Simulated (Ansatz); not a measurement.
Computed properties of Cl

```
CELL_PARAMETERS angstrom
2.86046 0.00000 0.00000
0.00000 2.86046 0.00000
0.00000 0.00000 2.86046
ATOMIC_POSITIONS crystal
Cl 0.00000 0.00000 0.00000
```

The structure comes from a relaxation in the same program, started in the sc type, and has space group Pm-3m. Whether it is a known phase or the ground state wasn't checked.

Computed with DFT, PBE, all-electron LAPW, scalar-relativistic in Ansatz 0.2.0.

Settings: a Γ-centred 18×18×18 k mesh, Fermi–Dirac smearing of 0.05 eV, basis error target 0.5 meV/atom, no spin polarisation.

- Band gap: none: with an odd electron count and no spin polarisation the bands can't all be full, a metal in this set-up (spin order or a larger cell could open a gap)
- Density of states at the Fermi level (0.2 eV bin): 1.46 states/eV per cell
- Volume per atom: 23.40 Å³
- Pressure at this cell: 0.03 GPa
